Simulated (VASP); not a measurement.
# Sn (I4/mmm) in VASP: settings compared, part 2 of 2

VASP 6.6.1.

## 5. Equation of state, LDA, 26.31 Å³/atom (a relaxed cell with its volume scaled by 1.02)

INCAR reads:

```
SYSTEM = Sn
PREC     = Accurate       ! precision mode
ENCUT    = 520            ! plane-wave cutoff, eV
EDIFF    = 1E-6           ! SCF threshold, eV
ISMEAR   = -1             ! smearing method
SIGMA    = 0.05           ! smearing width, eV
LREAL    = .FALSE.        ! projectors in reciprocal space
LASPH    = .TRUE.         ! aspherical terms in the spheres
NELM     = 100            ! most SCF steps
ALGO     = Fast           ! electronic algorithm
ISIF     = 2              ! what is computed and relaxed
LWAVE    = .FALSE.        ! write WAVECAR
LCHARG   = .FALSE.        ! write CHGCAR
GGA      = CA             ! functional
```

KPOINTS reads:

```
Automatic mesh
0
G
  10 10 10
  0 0 0
```

POSCAR reads:

```
Sn                                      
1.0
   -1.7044914916      1.7042624131      2.2645063446
    1.7044914916     -1.7042624131      2.2645063446
    1.7044914916      1.7042624131     -2.2645063446
  Sn            
     1
Direct
     0.0000000000000000    0.0000000000000000    0.0000000000000000
```

Command:

```console
> cat potpaw_LDA.64/Sn_d/POTCAR > POTCAR
> mpirun -np 1 vasp_std > vasp.out
```

Run time: 33 s. Hardware: 1 thread of Intel Xeon Platinum 8488C (Sapphire Rapids), shared host; peak memory 0.17 GiB.

The run converged. Its results:

- Free energy: -4.4473 eV
- Pressure: -1.1 GPa
- Band gap on the k mesh: none (metal or under the smearing width)

## 6. Equation of state, LDA, 26.83 Å³/atom (a relaxed cell with its volume scaled by 1.04)

INCAR is that of step 5.

KPOINTS is that of step 5.

POSCAR reads:

```
Sn                                      
1.0
   -1.7155599284      1.7153293623      2.2792113433
    1.7155599284     -1.7153293623      2.2792113433
    1.7155599284      1.7153293623     -2.2792113433
  Sn            
     1
Direct
     0.0000000000000000    0.0000000000000000    0.0000000000000000
```

Potentials or basis: VASP PAW LDA potentials, release 64 (Sn_d).

Command:

```console
> cat potpaw_LDA.64/Sn_d/POTCAR > POTCAR
> mpirun -np 1 vasp_std > vasp.out
```

Wall time 31 s (1 thread of Intel Xeon Platinum 8488C (Sapphire Rapids), shared host); peak memory 0.17 GiB.

It converged, with:

```
Free energy            : -4.4423 eV
Pressure               : -2.1 GPa
Band gap on the k mesh : none (metal or under the smearing width)
```

## 7. Equation of state, LDA

No new run: the results of the series are fitted here.

What came out:

```yaml
Equilibrium_volume: 25.82 Å³/atom
Bulk_modulus_at_fixed_shape_and_positions: 58 GPa
Pressure_derivative_of_the_bulk_modulus: "4.4 (rough: it moves with the points fitted)"
```

Energy against volume, from the lowest point:
```
volume (Å³/atom)  energy (meV/atom)
          24.765               8.40
          25.281               2.10
          25.797               0.00
          26.313               1.66
          26.829               6.71
```

Caveat: the cell was scaled at fixed shape and fractional positions, which overstates the stiffness of a crystal with free parameters, most of all of layers and chains.

## 8. Band structure, r2SCAN+rVV10

This run uses another cell than the first one, of 28.67 Å³/atom, 1.112 times its volume.

INCAR reads:

```
ALGO = Normal ; BPARAM = 11.95
CPARAM = 0.0093 ; EDIFF = 1E-7
ENCUT = 520 ; ISIF = 2
ISMEAR = 1 ; IVDW_NL = 2
LASPH = True ; LCHARG = False
LMIXTAU = True ; LREAL = False
LUSE_VDW = True ; LWAVE = False
METAGGA = R2SCAN ; NBANDS = 13
NELM = 60 ; PREC = Accurate
SIGMA = 0.1
```

KPOINTS reads:

```
k-points
0
Gamma
  11 11 11
```

POSCAR reads:

```
Sn
1.0
   -1.7265390000      1.7755470000      2.3383420000
    1.7265390000     -1.7755470000      2.3383420000
    1.7265390000      1.7755470000     -2.3383420000
Sn
1
Direct
    0.0000000000      0.0000000000      0.0000000000
```

KPOINTS_OPT reads:

```
path GXLTWRX1ZGYSW,L1Y,Y1Z
15
line-mode
reciprocal
 0.0000000000  0.0000000000  0.0000000000  G
-0.3862939988  0.3862939988  0.3862939988  X

-0.3862939988  0.3862939988  0.3862939988  X
-0.2804352521  0.2804352521  0.4921527456  L

-0.2804352521  0.2804352521  0.4921527456  L
 0.0000000000  0.0000000000  0.5000000000  T

 0.0000000000  0.0000000000  0.5000000000  T
 0.2500000000  0.2500000000  0.2500000000  W

 0.2500000000  0.2500000000  0.2500000000  W
 0.0000000000  0.5000000000  0.0000000000  R

 0.0000000000  0.5000000000  0.0000000000  R
 0.3862939988  0.6137060012 -0.3862939988  X1

 0.3862939988  0.6137060012 -0.3862939988  X1
 0.5000000000  0.5000000000 -0.5000000000  Z

 0.5000000000  0.5000000000 -0.5000000000  Z
 0.0000000000  0.0000000000  0.0000000000  G

 0.0000000000  0.0000000000  0.0000000000  G
 0.3941412533 -0.3941412533  0.3941412533  Y

 0.3941412533 -0.3941412533  0.3941412533  Y
 0.5000000000  0.0000000000  0.0000000000  S

 0.5000000000  0.0000000000  0.0000000000  S
 0.2500000000  0.2500000000  0.2500000000  W

 0.2804352521 -0.2804352521  0.5078472544  L1
 0.3941412533 -0.3941412533  0.3941412533  Y

 0.6058587467  0.3941412533 -0.3941412533  Y1
 0.5000000000  0.5000000000 -0.5000000000  Z
```

Potentials or basis: VASP PAW PBE potentials, release 64 (Sn_d).

Command:

```console
> cat potpaw_PBE.64/Sn_d/POTCAR > POTCAR
> mpirun -np 1 vasp_std > vasp.out
```

It took 6.8 min on 1 thread of AMD EPYC 9R45 (Zen 5), shared host; peak memory 0.3 GiB.

It converged, with:

* Free energy: -24.1410 eV
* Pressure: -3.0 GPa
* Band gap along the path: none (metal or under the smearing width)

Stress tensor (GPa, compression positive):
```
-2.32  0.00  0.00
 0.00 -3.96  0.00
 0.00  0.00 -2.62
```

Levels at the corners of the path, in eV from the Fermi level:
```
point  band 3  band 4  band 5  band 6  band 7  band 8  band 9  band 10  band 11  band 12
    Γ  -22.19  -22.16  -22.12  -11.32    7.48    7.62    8.07    11.29    11.62    12.25
    X  -22.10  -22.08  -22.06   -4.62   -2.55   -1.24    2.02     5.68    10.89    17.53
    X  -22.10  -22.08  -22.06   -4.62   -2.55   -1.24    2.02     5.68    10.89    17.53
    L  -22.15  -22.11  -22.04   -4.56   -1.92   -1.60    0.10     9.86    11.30    13.63
    L  -22.15  -22.11  -22.04   -4.56   -1.92   -1.60    0.10     9.86    11.30    13.63
    T  -22.08  -22.06  -22.03   -5.31   -3.86    2.15    2.59     6.11     6.14    20.23
    T  -22.08  -22.06  -22.03   -5.31   -3.86    2.15    2.59     6.11     6.14    20.23
    W  -22.17  -22.11  -22.06   -4.90   -1.90   -1.67   -0.28    12.36    13.54    13.57
    W  -22.17  -22.11  -22.06   -4.90   -1.90   -1.67   -0.28    12.36    13.54    13.57
    R  -22.18  -22.06  -22.06   -6.84   -4.60    5.09    6.05     9.79    10.13    10.86
    R  -22.18  -22.06  -22.06   -6.84   -4.60    5.09    6.05     9.79    10.13    10.86
   X1  -22.10  -22.08  -22.06   -4.62   -2.55   -1.24    2.02     5.68    10.89    17.53
   X1  -22.10  -22.08  -22.06   -4.62   -2.55   -1.24    2.02     5.68    10.89    17.53
    Z  -22.07  -22.04  -22.04   -4.47   -3.35    1.25    1.94     5.08     5.75    20.19
    Z  -22.07  -22.04  -22.04   -4.47   -3.35    1.25    1.94     5.08     5.75    20.19
    Γ  -22.19  -22.16  -22.12  -11.32    7.48    7.62    8.07    11.29    11.62    12.25
    Γ  -22.19  -22.16  -22.12  -11.32    7.48    7.62    8.07    11.29    11.62    12.25
    Y  -22.09  -22.08  -22.06   -4.78   -2.69   -1.21    2.56     6.16     9.42    18.02
    Y  -22.09  -22.08  -22.06   -4.78   -2.69   -1.21    2.56     6.16     9.42    18.02
    S  -22.19  -22.08  -22.05   -7.11   -4.66    5.55    6.37    10.29    10.73    10.90
    S  -22.19  -22.08  -22.05   -7.11   -4.66    5.55    6.37    10.29    10.73    10.90
    W  -22.17  -22.11  -22.06   -4.90   -1.90   -1.67   -0.28    12.36    13.54    13.57
   L1  -22.15  -22.11  -22.04   -4.56   -1.92   -1.60    0.10     9.86    11.30    13.63
    Y  -22.09  -22.08  -22.06   -4.78   -2.69   -1.21    2.56     6.16     9.42    18.02
   Y1  -22.09  -22.08  -22.06   -4.78   -2.69   -1.21    2.56     6.16     9.42    18.02
    Z  -22.07  -22.04  -22.04   -4.47   -3.35    1.25    1.94     5.08     5.75    20.19
```

Caveat: the PAW data sets were made with another functional, which shifts forces and pressure a little; spin-orbit coupling is left out, which moves the levels of the heavy elements.

## 9. For comparison

An earlier run on the cell as given: functional PBE; potentials or basis VASP PAW PBE potentials, release 64 (Sn_d); cutoff 520 eV; k mesh 11 × 11 × 11; occupations fermi-dirac, width 0.05 eV; no spin polarisation.

- Pressure: -1.1 GPa
- Band gap on the k mesh: none (metal or under the smearing width)

## 10. Summary

```csv
task,level,potentials or basis,cell,k mesh,smearing,ladder,other keys,pressure (GPa)
equation of state,LDA,"VASP PAW LDA potentials, release 64 (Sn_d)","I4/mmm, 25.8 Å³/atom",10 × 10 × 10,fermi-dirac 0.05 eV,gaps,-,-
band structure,r2SCAN+rVV10,"VASP PAW PBE potentials, release 64 (Sn_d)","Immm, 28.67 Å³/atom",11 × 11 × 11,methfessel-paxton 0.1 eV,-,"several, not listed",-3.0
single point,PBE,"VASP PAW PBE potentials, release 64 (Sn_d)","Immm, 28.67 Å³/atom",11 × 11 × 11,fermi-dirac 0.05 eV,-,-,-1.1
```

Alike in all rows: no spin polarisation; cutoff (eV) 520.

Caveats: the cell was scaled at fixed shape and fractional positions, which overstates the stiffness of a crystal with free parameters, most of all of layers and chains (some runs); the PAW data sets were made with another functional, which shifts forces and pressure a little (some runs); spin-orbit coupling is left out, which moves the levels of the heavy elements (some runs).

Absolute energies hang on the potentials; compare differences alone.
